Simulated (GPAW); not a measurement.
# Au (Pm-3m) in GPAW: settings compared

The runs below take Au through relaxation of cell and atoms, with PBEsol, PBEsol+D3.

Everything below comes from runs of GPAW 26.7.0. Logs are shortened: lines on timing, memory, paths and dates and some standing lists are left out, and cuts for length are marked. The log counts tension as positive stress, the text compression.

**1. The structure**

It takes space group Pm-3m (No. 221, cubic). Conventional cell: a = 2.748 Å, b = 2.748 Å, c = 2.748 Å, α = 90.00°, β = 90.00°, γ = 90.00°. Au (site symmetry m-3m) is surrounded by 6 Au at 2.75 Å.

The cell was built by a generator and needn't be a form met in nature.

**2. Relaxation of cell and atoms, PBEsol**

run.py reads:

```python
from ase.filters import FrechetCellFilter
from ase.io import read, write
from ase.optimize import BFGS
from gpaw import GPAW, PW, setup_paths

setup_paths.insert(0, '.')

atoms = read('POSCAR')

calc = GPAW(mode=PW(600),
            xc='PBEsol',
            kpts={'size': (10, 10, 10), 'gamma': True},
            occupations={'name': 'fermi-dirac', 'width': 0.05},
            nbands=14,
            convergence={'density': 1e-05, 'forces': 0.0001},
            maxiter=150,
            txt='gpaw.txt')
atoms.calc = calc
opt = BFGS(FrechetCellFilter(atoms), trajectory='relax.traj', logfile='-')
done = opt.run(fmax=0.02, steps=60)
calc.write('gs.gpw')
write('result.traj', atoms)
print('Converged:', done)
print('Cell:', atoms.cell.cellpar().round(4))
print('Volume:', round(atoms.get_volume(), 4))
print(atoms.get_scaled_positions().round(5))
```

POSCAR reads:

```
Au
1.0
    2.7484100000      0.0000000000      0.0000000000
    0.0000000000      2.7484100000      0.0000000000
    0.0000000000      0.0000000000      2.7484100000
Au
1
Direct
    0.5000000000      0.5000000000      0.5000000000
```

Potentials or basis: PAW data sets generated in the run's folder for this functional, pw.

Started as:

```bash
> gpaw-setup -f PBEsol Au
> OMP_NUM_THREADS=1 python run.py
```

gpaw.txt:

```text
__  _  _
 | _ |_)|_||  |
 |__||  | ||/\| - 26.7.0

Input parameters:
  mode=PW(ecut=600.0),
  convergence={'density': 1e-05, 'forces': 0.0001},
  kpts=MonkhorstPack(size=(10, 10, 10), gamma=True),
  maxiter=150,
  nbands=14,
  occupations=Occupations(name='fermi-dirac', width=0.05),
  xc=XC(name='PBEsol')

Diagonalizing LCAO Hamiltonian
Converting LCAO to pw mode
   .------.
  /|      |
 * |  Au  |
 | .------.
 |/      /
 *------*

Atoms  # Å, Bohr magnetons
|   | symbol |        x |        y |        z |    initial magnetic moments |
|---|--------|----------|----------|----------|-----------------------------|
| 0 |     Au | 1.374205 | 1.374205 | 1.374205 | ( 0.0000,  0.0000,  0.0000) |

Unit cell  # Å
| periodic |        x |        y |        z |  lengths |    angles |
|----------|----------|----------|----------|----------|-----------|
|      yes | 2.748410 | 0.000000 | 0.000000 | 2.748410 | 90.000000 |
|      yes | 0.000000 | 2.748410 | 0.000000 | 2.748410 | 90.000000 |
|      yes | 0.000000 | 0.000000 | 2.748410 | 2.748410 | 90.000000 |

Number of symmetries: 48
Symmetry operations  # r_c * U_cc + t_c -> r_c
|    | kind |            matrix            |
|----|------|------------------------------|
|  0 |  E   |  1, 0, 0,  0, 1, 0,  0, 0, 1 |
|  1 |  σ   |  1, 0, 0,  0, 1, 0,  0, 0,-1 |
|  2 |  σ   |  1, 0, 0,  0, 0, 1,  0, 1, 0 |
|  3 |  C4  |  1, 0, 0,  0, 0, 1,  0,-1, 0 |
|  4 |  C4  |  1, 0, 0,  0, 0,-1,  0, 1, 0 |
|  5 |  σ   |  1, 0, 0,  0, 0,-1,  0,-1, 0 |
|  6 |  σ   |  1, 0, 0,  0,-1, 0,  0, 0, 1 |
|  7 |  C2  |  1, 0, 0,  0,-1, 0,  0, 0,-1 |
|  8 |  σ   |  0, 1, 0,  1, 0, 0,  0, 0, 1 |
|  9 |  C2  |  0, 1, 0,  1, 0, 0,  0, 0,-1 |
| 10 |  C3  |  0, 1, 0,  0, 0, 1,  1, 0, 0 |
| 11 |  S6  |  0, 1, 0,  0, 0, 1, -1, 0, 0 |
| 12 |  S6  |  0, 1, 0,  0, 0,-1,  1, 0, 0 |
| 13 |  C3  |  0, 1, 0,  0, 0,-1, -1, 0, 0 |
| 14 |  C4  |  0, 1, 0, -1, 0, 0,  0, 0, 1 |
| 15 |  S4  |  0, 1, 0, -1, 0, 0,  0, 0,-1 |
| 16 |  C3  |  0, 0, 1,  1, 0, 0,  0, 1, 0 |
| 17 |  S6  |  0, 0, 1,  1, 0, 0,  0,-1, 0 |
| 18 |  σ   |  0, 0, 1,  0, 1, 0,  1, 0, 0 |
| 19 |  C4  |  0, 0, 1,  0, 1, 0, -1, 0, 0 |
| 20 |  C2  |  0, 0, 1,  0,-1, 0,  1, 0, 0 |
| 21 |  S4  |  0, 0, 1,  0,-1, 0, -1, 0, 0 |
| 22 |  S6  |  0, 0, 1, -1, 0, 0,  0, 1, 0 |
| 23 |  C3  |  0, 0, 1, -1, 0, 0,  0,-1, 0 |
| 24 |  S6  |  0, 0,-1,  1, 0, 0,  0, 1, 0 |
| 25 |  C3  |  0, 0,-1,  1, 0, 0,  0,-1, 0 |
| 26 |  C4  |  0, 0,-1,  0, 1, 0,  1, 0, 0 |
| 27 |  σ   |  0, 0,-1,  0, 1, 0, -1, 0, 0 |
| 28 |  S4  |  0, 0,-1,  0,-1, 0,  1, 0, 0 |
| 29 |  C2  |  0, 0,-1,  0,-1, 0, -1, 0, 0 |
| 30 |  C3  |  0, 0,-1, -1, 0, 0,  0, 1, 0 |
| 31 |  S6  |  0, 0,-1, -1, 0, 0,  0,-1, 0 |
| 32 |  C4  |  0,-1, 0,  1, 0, 0,  0, 0, 1 |
| 33 |  S4  |  0,-1, 0,  1, 0, 0,  0, 0,-1 |
[... 155 lines left out ...]
Fermi level: 6.466
Eigenvalues  # (at kpt = [0.000, 0.000, 0.000])
| band index |      eig [eV] | occ [0-2] |
|------------|---------------|-----------|
|          0 |        -1.307 |     2.000 |
|          1 |         0.892 |     2.000 |
|          2 |         0.892 |     2.000 |
|          3 |         5.063 |     2.000 |
|          4 |         5.063 |     2.000 |
|          5 |         5.063 |     2.000 |
|          6 |        20.613 |     0.000 |
|          7 |        20.613 |     0.000 |
|          8 |        20.613 |     0.000 |
|          9 |        25.089 |     0.000 |
|         10 |        27.445 |     0.000 |
|         11 |        27.445 |     0.000 |
|         12 |        35.465 |     0.000 |
|         13 |        35.465 |     0.000 |

No gap
No difference between direct/indirect transitions

Stress tensor  # eV/Ang^3
|        x |        y |        z |
|----------|----------|----------|
| 0.027379 | 0.000000 | 0.000000 |
| 0.000000 | 0.027379 | 0.000000 |
| 0.000000 | 0.000000 | 0.027379 |

Forces  # eV/Ang
|       x |        y |       z |
|---------|----------|---------|
| 0.00000 | -0.00000 | 0.00000 |  # Au   0

Interpolating wave functions to new cell

       Au

Atoms  # Å, Bohr magnetons
|   | symbol |        x |        y |        z |    initial magnetic moments |
|---|--------|----------|----------|----------|-----------------------------|
| 0 |     Au | 1.363091 | 1.363091 | 1.363091 | ( 0.0000,  0.0000,  0.0000) |

Unit cell  # Å
| periodic |         x |         y |        z |  lengths |    angles |
|----------|-----------|-----------|----------|----------|-----------|
|      yes |  2.726183 | -0.000000 | 0.000000 | 2.726183 | 90.000000 |
|      yes | -0.000000 |  2.726183 | 0.000000 | 2.726183 | 90.000000 |
|      yes |  0.000000 |  0.000000 | 2.726183 | 2.726183 | 90.000000 |

Number of symmetries: 48
Symmetry operations  # r_c * U_cc + t_c -> r_c
|    | kind |            matrix            |
|----|------|------------------------------|
|  0 |  E   |  1, 0, 0,  0, 1, 0,  0, 0, 1 |
|  1 |  σ   |  1, 0, 0,  0, 1, 0,  0, 0,-1 |
|  2 |  σ   |  1, 0, 0,  0, 0, 1,  0, 1, 0 |
|  3 |  C4  |  1, 0, 0,  0, 0, 1,  0,-1, 0 |
|  4 |  C4  |  1, 0, 0,  0, 0,-1,  0, 1, 0 |
|  5 |  σ   |  1, 0, 0,  0, 0,-1,  0,-1, 0 |
|  6 |  σ   |  1, 0, 0,  0,-1, 0,  0, 0, 1 |
|  7 |  C2  |  1, 0, 0,  0,-1, 0,  0, 0,-1 |
|  8 |  σ   |  0, 1, 0,  1, 0, 0,  0, 0, 1 |
|  9 |  C2  |  0, 1, 0,  1, 0, 0,  0, 0,-1 |
| 10 |  C3  |  0, 1, 0,  0, 0, 1,  1, 0, 0 |
| 11 |  S6  |  0, 1, 0,  0, 0, 1, -1, 0, 0 |
| 12 |  S6  |  0, 1, 0,  0, 0,-1,  1, 0, 0 |
| 13 |  C3  |  0, 1, 0,  0, 0,-1, -1, 0, 0 |
| 14 |  C4  |  0, 1, 0, -1, 0, 0,  0, 0, 1 |
| 15 |  S4  |  0, 1, 0, -1, 0, 0,  0, 0,-1 |
| 16 |  C3  |  0, 0, 1,  1, 0, 0,  0, 1, 0 |
| 17 |  S6  |  0, 0, 1,  1, 0, 0,  0,-1, 0 |
| 18 |  σ   |  0, 0, 1,  0, 1, 0,  1, 0, 0 |
| 19 |  C4  |  0, 0, 1,  0, 1, 0, -1, 0, 0 |
| 20 |  C2  |  0, 0, 1,  0,-1, 0,  1, 0, 0 |
| 21 |  S4  |  0, 0, 1,  0,-1, 0, -1, 0, 0 |
| 22 |  S6  |  0, 0, 1, -1, 0, 0,  0, 1, 0 |
| 23 |  C3  |  0, 0, 1, -1, 0, 0,  0,-1, 0 |
| 24 |  S6  |  0, 0,-1,  1, 0, 0,  0, 1, 0 |
| 25 |  C3  |  0, 0,-1,  1, 0, 0,  0,-1, 0 |
| 26 |  C4  |  0, 0,-1,  0, 1, 0,  1, 0, 0 |
| 27 |  σ   |  0, 0,-1,  0, 1, 0, -1, 0, 0 |
| 28 |  S4  |  0, 0,-1,  0,-1, 0,  1, 0, 0 |
| 29 |  C2  |  0, 0,-1,  0,-1, 0, -1, 0, 0 |
| 30 |  C3  |  0, 0,-1, -1, 0, 0,  0, 1, 0 |
| 31 |  S6  |  0, 0,-1, -1, 0, 0,  0,-1, 0 |
| 32 |  C4  |  0,-1, 0,  1, 0, 0,  0, 0, 1 |
| 33 |  S4  |  0,-1, 0,  1, 0, 0,  0, 0,-1 |
[... 154 lines left out ...]
Fermi level: 6.785
Eigenvalues  # (at kpt = [0.000, 0.000, 0.000])
| band index |      eig [eV] | occ [0-2] |
|------------|---------------|-----------|
|          0 |        -1.177 |     2.000 |
|          1 |         1.056 |     2.000 |
|          2 |         1.056 |     2.000 |
|          3 |         5.396 |     2.000 |
|          4 |         5.396 |     2.000 |
|          5 |         5.396 |     2.000 |
|          6 |        21.106 |     0.000 |
|          7 |        21.106 |     0.000 |
|          8 |        21.106 |     0.000 |
|          9 |        25.687 |     0.000 |
|         10 |        28.064 |     0.000 |
|         11 |        28.064 |     0.000 |
|         12 |        36.089 |     0.000 |
|         13 |        36.089 |     0.000 |

No gap
No difference between direct/indirect transitions

Stress tensor  # eV/Ang^3
|        x |        y |        z |
|----------|----------|----------|
| 0.011213 | 0.000000 | 0.000000 |
| 0.000000 | 0.011213 | 0.000000 |
| 0.000000 | 0.000000 | 0.011213 |

Forces  # eV/Ang
|       x |       y |        z |
|---------|---------|----------|
| 0.00000 | 0.00000 | -0.00000 |  # Au   0

Interpolating wave functions to new cell

       Au

Atoms  # Å, Bohr magnetons
|   | symbol |        x |        y |        z |    initial magnetic moments |
|---|--------|----------|----------|----------|-----------------------------|
| 0 |     Au | 1.355742 | 1.355742 | 1.355742 | ( 0.0000,  0.0000,  0.0000) |

Unit cell  # Å
| periodic |         x |         y |         z |  lengths |    angles |
|----------|-----------|-----------|-----------|----------|-----------|
|      yes |  2.711484 | -0.000000 | -0.000000 | 2.711484 | 90.000000 |
|      yes | -0.000000 |  2.711484 |  0.000000 | 2.711484 | 90.000000 |
|      yes |  0.000000 |  0.000000 |  2.711484 | 2.711484 | 90.000000 |

Number of symmetries: 48
Symmetry operations  # r_c * U_cc + t_c -> r_c
|    | kind |            matrix            |
|----|------|------------------------------|
|  0 |  E   |  1, 0, 0,  0, 1, 0,  0, 0, 1 |
|  1 |  σ   |  1, 0, 0,  0, 1, 0,  0, 0,-1 |
|  2 |  σ   |  1, 0, 0,  0, 0, 1,  0, 1, 0 |
|  3 |  C4  |  1, 0, 0,  0, 0, 1,  0,-1, 0 |
|  4 |  C4  |  1, 0, 0,  0, 0,-1,  0, 1, 0 |
|  5 |  σ   |  1, 0, 0,  0, 0,-1,  0,-1, 0 |
|  6 |  σ   |  1, 0, 0,  0,-1, 0,  0, 0, 1 |
|  7 |  C2  |  1, 0, 0,  0,-1, 0,  0, 0,-1 |
|  8 |  σ   |  0, 1, 0,  1, 0, 0,  0, 0, 1 |
|  9 |  C2  |  0, 1, 0,  1, 0, 0,  0, 0,-1 |
| 10 |  C3  |  0, 1, 0,  0, 0, 1,  1, 0, 0 |
| 11 |  S6  |  0, 1, 0,  0, 0, 1, -1, 0, 0 |
| 12 |  S6  |  0, 1, 0,  0, 0,-1,  1, 0, 0 |
| 13 |  C3  |  0, 1, 0,  0, 0,-1, -1, 0, 0 |
| 14 |  C4  |  0, 1, 0, -1, 0, 0,  0, 0, 1 |
| 15 |  S4  |  0, 1, 0, -1, 0, 0,  0, 0,-1 |
| 16 |  C3  |  0, 0, 1,  1, 0, 0,  0, 1, 0 |
| 17 |  S6  |  0, 0, 1,  1, 0, 0,  0,-1, 0 |
| 18 |  σ   |  0, 0, 1,  0, 1, 0,  1, 0, 0 |
| 19 |  C4  |  0, 0, 1,  0, 1, 0, -1, 0, 0 |
| 20 |  C2  |  0, 0, 1,  0,-1, 0,  1, 0, 0 |
| 21 |  S4  |  0, 0, 1,  0,-1, 0, -1, 0, 0 |
| 22 |  S6  |  0, 0, 1, -1, 0, 0,  0, 1, 0 |
| 23 |  C3  |  0, 0, 1, -1, 0, 0,  0,-1, 0 |
| 24 |  S6  |  0, 0,-1,  1, 0, 0,  0, 1, 0 |
| 25 |  C3  |  0, 0,-1,  1, 0, 0,  0,-1, 0 |
| 26 |  C4  |  0, 0,-1,  0, 1, 0,  1, 0, 0 |
| 27 |  σ   |  0, 0,-1,  0, 1, 0, -1, 0, 0 |
| 28 |  S4  |  0, 0,-1,  0,-1, 0,  1, 0, 0 |
| 29 |  C2  |  0, 0,-1,  0,-1, 0, -1, 0, 0 |
| 30 |  C3  |  0, 0,-1, -1, 0, 0,  0, 1, 0 |
| 31 |  S6  |  0, 0,-1, -1, 0, 0,  0,-1, 0 |
| 32 |  C4  |  0,-1, 0,  1, 0, 0,  0, 0, 1 |
| 33 |  S4  |  0,-1, 0,  1, 0, 0,  0, 0,-1 |
[... 154 lines left out ...]
Fermi level: 7.003
Eigenvalues  # (at kpt = [0.000, 0.000, 0.000])
| band index |      eig [eV] | occ [0-2] |
|------------|---------------|-----------|
|          0 |        -1.088 |     2.000 |
|          1 |         1.164 |     2.000 |
|          2 |         1.164 |     2.000 |
|          3 |         5.621 |     2.000 |
|          4 |         5.621 |     2.000 |
|          5 |         5.621 |     2.000 |
|          6 |        21.441 |     0.000 |
|          7 |        21.441 |     0.000 |
|          8 |        21.441 |     0.000 |
|          9 |        26.093 |     0.000 |
|         10 |        28.483 |     0.000 |
|         11 |        28.483 |     0.000 |
|         12 |        36.511 |     0.000 |
|         13 |        36.511 |     0.000 |

No gap
No difference between direct/indirect transitions

Stress tensor  # eV/Ang^3
|         x |         y |         z |
|-----------|-----------|-----------|
| -0.000542 |  0.000000 |  0.000000 |
|  0.000000 | -0.000542 |  0.000000 |
|  0.000000 |  0.000000 | -0.000542 |

Forces  # eV/Ang
|       x |       y |       z |
|---------|---------|---------|
| 0.00000 | 0.00000 | 0.00000 |  # Au   0

# Writing to gs.gpw (mode='')
```

Run time: 24 s. Hardware: 1 thread of Arm Neoverse V1, shared host; peak memory 0.18 GiB.

Results:

```
Free energy                            : -3.5405 eV
Relaxed volume                         : 19.94 Å³/atom
Relaxed cell                           : a = 2.711 Å, b = 2.711 Å, c = 2.711 Å, α = 90.00°, β = 90.00°, γ = 90.00°
Space group after relaxing (to 0.05 Å) : Pm-3m (No. 221)
Energy gained by relaxing              : 11.0 meV/atom
Ionic steps                            : 3
Pressure after relaxing                : 0.1 GPa
Band gap on the k mesh                 : none (metal or under the smearing width)
```

Step by step:
| step | energy change (eV) | largest force (eV/Å) | pressure (GPa) | volume (Å³) |
| --- | --- | --- | --- | --- |
| 1 | 0.0000 | 0.0000 | -4.39 | 20.76 |
| 2 | -0.0094 | 0.0000 | -1.80 | 20.26 |
| 3 | -0.0110 | 0.0000 | 0.09 | 19.94 |

Final structure:
```xyz
1
Lattice="2.7115 0.0000 0.0000 0.0000 2.7115 0.0000 0.0000 0.0000 2.7115" Properties=species:S:1:pos:R:3 pbc="T T T"
Au    1.3557    1.3557    1.3557
```

Levels at points of the mesh, in eV from the Fermi level:
```tsv
k point	band 2	band 3	band 4	band 5	band 6	band 7	band 8	band 9
(0.00, 0.00, 0.00)	-5.84	-5.84	-1.38	-1.38	-1.38	14.44	14.44	14.44
(0.50, 0.00, 0.00)	-5.41	-2.92	-2.92	-1.24	-0.66	2.29	17.45	19.66
(0.50, 0.50, 0.00)	-5.04	-2.65	-2.65	-0.16	3.84	3.84	6.84	11.62
(0.50, 0.50, 0.50)	-5.09	-5.09	-0.06	-0.06	8.71	8.71	8.71	10.40
```

Caveat: with this Au data set, volumes or pressures lay over 1.5 % or 2 GPa off other programs in two to four cells of ten; later steps reuse the first step's grids. The run has no spin-orbit coupling, so splittings on Au are missing.

**3. Relaxation of cell and atoms, PBEsol+D3**

run.py, as its differences from that of step 2:

```diff
@@ -1 +1,2 @@
+from ase.calculators.mixing import SumCalculator
 from ase.filters import FrechetCellFilter
@@ -3,2 +4,3 @@
 from ase.optimize import BFGS
+from dftd3.ase import DFTD3
 from gpaw import GPAW, PW, setup_paths
@@ -17,3 +19,3 @@
             txt='gpaw.txt')
-atoms.calc = calc
+atoms.calc = SumCalculator([calc, DFTD3(method='pbesol', damping='d3zero')])
 opt = BFGS(FrechetCellFilter(atoms), trajectory='relax.traj', logfile='-')
```

POSCAR is that of step 2.

Potentials or basis: PAW data sets generated in the run's folder for this functional, pw.

Started as:

```bash
> gpaw-setup -f PBEsol Au
> OMP_NUM_THREADS=1 python run.py
```

It took 30 s on 1 thread of Arm Neoverse V1, shared host; peak memory 0.21 GiB.

It converged, with:

| Item | Value |
| --- | --- |
| Free energy | -4.1377 eV |
| Relaxed volume | 19.16 Å³/atom |
| Relaxed cell | a = 2.676 Å, b = 2.676 Å, c = 2.676 Å, α = 90.00°, β = 90.00°, γ = 90.00° |
| Space group after relaxing (to 0.05 Å) | Pm-3m (No. 221) |
| Energy gained by relaxing | 52.6 meV/atom |
| Ionic steps | 4 |
| Pressure after relaxing | -0.1 GPa |
| Band gap on the k mesh | none (metal or under the smearing width) |
| Dispersion energy per atom | -0.610 eV |

Step by step:
| step | energy change (eV) | largest force (eV/Å) | pressure (GPa) | volume (Å³) |
| --- | --- | --- | --- | --- |
| 1 | 0.0000 | 0.0000 | -9.68 | 20.76 |
| 2 | -0.0463 | 0.0000 | -3.79 | 19.67 |
| 3 | -0.0523 | 0.0000 | 0.81 | 19.06 |
| 4 | -0.0526 | 0.0000 | -0.06 | 19.16 |

Final structure:
```cif
data_structure
_symmetry_space_group_name_H-M 'P 1'
_symmetry_Int_Tables_number 1
_cell_length_a 2.6760
_cell_length_b 2.6760
_cell_length_c 2.6760
_cell_angle_alpha 90.000
_cell_angle_beta 90.000
_cell_angle_gamma 90.000
_cell_volume 19.16
loop_
_atom_site_label
_atom_site_type_symbol
_atom_site_fract_x
_atom_site_fract_y
_atom_site_fract_z
_atom_site_occupancy
Au1 Au 0.50000 0.50000 0.50000 1
```

Levels at points of the mesh, in eV from the Fermi level:
```
           k point  band 2  band 3  band 4  band 5  band 6  band 7  band 8  band 9
(0.00, 0.00, 0.00)   -6.15   -6.15   -1.40   -1.40   -1.40   14.69   14.69   14.69
(0.50, 0.00, 0.00)   -5.70   -3.05   -3.05   -1.24   -0.85    2.46   17.57   19.97
(0.50, 0.50, 0.00)   -5.29   -2.76   -2.76   -0.09    3.82    3.82    7.23   11.84
(0.50, 0.50, 0.50)   -5.38   -5.38    0.02    0.02    8.92    8.92    8.92   10.34
```

Caveat: with this Au data set, volumes or pressures lay over 1.5 % or 2 GPa off other programs in two to four cells of ten; later steps reuse the first step's grids; pairwise dispersion overbinds metals, which lowers pressure and volume.
